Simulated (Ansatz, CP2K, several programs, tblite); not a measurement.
Energy against volume for AgGaS₂ as one 8-atom ordering (I-42d) on the zincblende lattice, at fixed shape and fractional coordinates, computed by several methods (PBE and r2SCAN, where shown, with plane waves in Ansatz); the cell shown is that of r2SCAN. With free coordinates or axes held, a curve is too stiff, and on another method's shape its minimum isn't the method's own volume. It is tetragonal, I-42d (No. 122); a = 5.756 Å, c = 10.393 Å in the conventional setting, 21.52 Å³ an atom. Ag has 4 S at 2.56 Å; S has 2 Ga at 2.29 Å and 2 Ag at 2.56 Å; Ga has 4 S at 2.29 Å. Note: simulated data, non-magnetic, for a generated structure that need not be the stable one. Energies count from each curve's lowest point; fits are third-order Birch-Murnaghan.

```
Ag S Ga
1.0
    -2.87784    2.87784    5.19660
     2.87784   -2.87784    5.19660
     2.87784    2.87784   -5.19660
Ag S Ga
2 4 2
Direct
  0.00000 0.00000 0.00000
  0.75000 0.25000 0.50000
  0.37500 0.41431 0.53931
  0.16431 0.62500 0.03931
  0.87500 0.83569 0.46069
  0.58569 0.12500 0.96069
  0.50000 0.50000 0.00000
  0.25000 0.75000 0.50000
```

PBE/SZV (CP2K), on the shape of the cell shown:
```
V (Å³/atom)  E (meV/atom)
     18.937        169.70
     20.228         54.81
     21.519          3.52
     22.810          0.00
     24.101         29.54
```
V₀ = 22.28 Å³ an atom and B₀ = 82 GPa.

GFN1-xTB (tblite), on the shape of the cell shown, as a cluster of 64 atoms at the zone centre:
```csv
V (Å³/atom),E (meV/atom)
18.937,116.34
20.228,29.55
21.519,0.00
22.810,10.62
24.101,49.79
```
V₀ = 21.76 Å³ an atom and B₀ = 78 GPa.

light PBE (260 eV and a coarse mesh), on the shape of the cell shown:
```
V (Å³/atom)  E (meV/atom)
     19.797         81.18
     20.658         38.52
     21.519          0.00
     22.380         11.31
     23.241         14.18
     24.101         38.47
```
The points scatter about the fit by more than 0.3 meV an atom, since at so low a cutoff the number of plane waves jumps with the volume, so no fit is quoted.

r2SCAN, on the shape of its own relaxed cell:
```csv
V (Å³/atom),E (meV/atom)
20.228,19.67
20.873,4.62
21.519,0.00
22.165,4.16
22.810,15.73
```
V₀ = 21.52 Å³ an atom and B₀ = 73 GPa.

Question: PBE/DZVP (CP2K), on the shape of the cell shown, gives
```csv
V (Å³/atom),E (meV/atom)
18.937,136.25
20.228,44.65
21.519,3.52
22.810,0.00
24.101,21.44
```
What equilibrium volume and bulk modulus follow?

Answer: V₀ = 22.33 Å³ an atom and B₀ = 63 GPa.
